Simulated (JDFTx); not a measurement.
The system is Ir.

```
Ir
1.0
     2.75138    0.00000    0.00000
    -1.37569    2.38276    0.00000
     0.00000    0.00000    4.46229
Ir
2
Direct
  0.33333 0.66667 0.25000
  0.66667 0.33333 0.75000
```

This isn't the form of Ir at room conditions, which is fcc.

- Program: JDFTx 1.7.0 (patched build)
- Task: relaxation of cell and atoms
- Functional: PBE
- Potentials or basis: PseudoDojo-SR-PBE-0.5-stringent with smoothed tails
- Cutoff: 925 eV
- Density cutoff: 7401 eV
- k mesh: 6 × 6 × 3
- Occupations: fermi-dirac, width 0.05 eV
- Spin: no spin polarisation

At the start: pressure -1.9 GPa; volume 14.63 Å³/atom.

Question: How do energy, volume and symmetry change on relaxing?

Answer: Over 7 steps the energy falls by 9.6 meV/atom and the volume is 14.55 Å³/atom (-0.5 %); space group P6_3/mmc (No. 194, to 0.05 Å).

Step by step:
```tsv
step	energy change (eV)	largest force (eV/Å)	pressure (GPa)	volume (Å³)
1	0.0000	0.0000	-1.88	29.25
2	-0.0089	0.0000	-0.80	29.16
3	-0.0188	0.0000	0.69	29.04
4	-0.0191	0.0000	-0.70	29.16
5	-0.0192	0.0000	0.13	29.09
6	-0.0192	0.0000	0.01	29.10
7	-0.0192	0.0000	0.00	29.10
```

Final structure:
```
Ir
1.0
     2.77009    0.00000    0.00000
    -1.38505    2.39897    0.00000
     0.00000    0.00000    4.37853
Ir
2
Direct
  0.33333 0.66667 0.25000
  0.66667 0.33333 0.75000
```

Caveat: the k mesh is coarse (spacing up to 0.47 Å⁻¹), so the values aren't converged.
